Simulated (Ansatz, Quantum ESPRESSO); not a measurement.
# BAs (zinc blende): bulk modulus from a few volumes

How stiff is zinc blende BAs under hydrostatic load? Each row relaxes cell and atoms at a set pressure. The phase is followed to these pressures whether or not it stays the stable one.

Calculated with Ansatz 0.2.0, PBEsol, PAW files of the set soft_1, cutoff 600 eV, Fermi–Dirac smearing 0.02 eV, k-mesh 10×10×10, no spin polarisation, no spin-orbit coupling.

Reference cell, relaxed at zero pressure with PBEsol (F-43m): a = 3.3712 Å, b = 3.3712 Å, c = 3.3712 Å, α = 60.00°, β = 60.00°, γ = 60.00°.

```
atom       x       y       z
  As  0.7500  0.7500  0.7500
   B  0.0000  0.0000  0.0000
```

```
V (Å³/atom)    V/V0  P (GPa)  E − E0 (meV/atom)
    13.9632  1.0308   −3.999                5.3
    12.7227  0.9392   10.001               24.4
    12.3906  0.9147   14.996               50.2
    12.0953  0.8929   19.997               82.4
    11.5886  0.8555   29.998              160.9
```

V0 = 13.5460 Å³ an atom, where the residual pressure P0 is +0.004 GPa. **Question.** Fit the Birch–Murnaghan law and give the pressure and the energy at V = 13.1029 Å³ an atom, a row left out above.

With the Eulerian strain f = ½[(V0/V)^(2/3) − 1] and F = (P − P0)/[3f(1 + 2f)^(5/2)], the third-order law is the line F = B0 + (3/2) B0 (B′ − 4) f.

| f | F (GPa) |
| --- | --- |
| 0.05483 | 140.59 |
| 0.03922 | 140.69 |
| 0.03062 | 140.68 |
| 0.02134 | 140.63 |
| −0.01001 | 140.22 |

A straight line through the 5 rows: the means are 0.0272 for f and 140.56 for F, Σ(Δx)² = 0.002339 and ΣΔxΔy = 0.01504, so the slope is 0.01504/0.002339 = 6.4328 and the intercept 140.56 − (6.4328)(0.0272) = 140.39.

Hence B0 = 140.4 GPa and B′ = 4 + (6.4)/(1.5 × 140.4) = 4.03. For the withheld volume f = 0.01121, F = 140.46 GPa and P = 5.00 GPa. The run itself gives 5.00 GPa, so the estimate misses by 0.00 GPa, a rounding's worth.

Integrating the same law gives E − E0 = (9/2) B0 V0 f²[1 + (B′ − 4) f] + P0(V0 − V), with 1 GPa Å³ = 6.2415 meV: 6.7 meV an atom. The run itself gives 6.7 meV, so the estimate misses by 0.0 meV, a rounding's worth.

The same fit over all rows at other levels or in other programs gives B0 = 141 GPa with PBEsol (Quantum ESPRESSO, GBRV).

The calculation is for a static lattice, while measurements hold thermal and zero-point motion.

[Logs are printed without paths, hosts, clocks, repeated set-up lines and the standing remarks that a program may print on its own settings, such as how far it seeks lower states.]
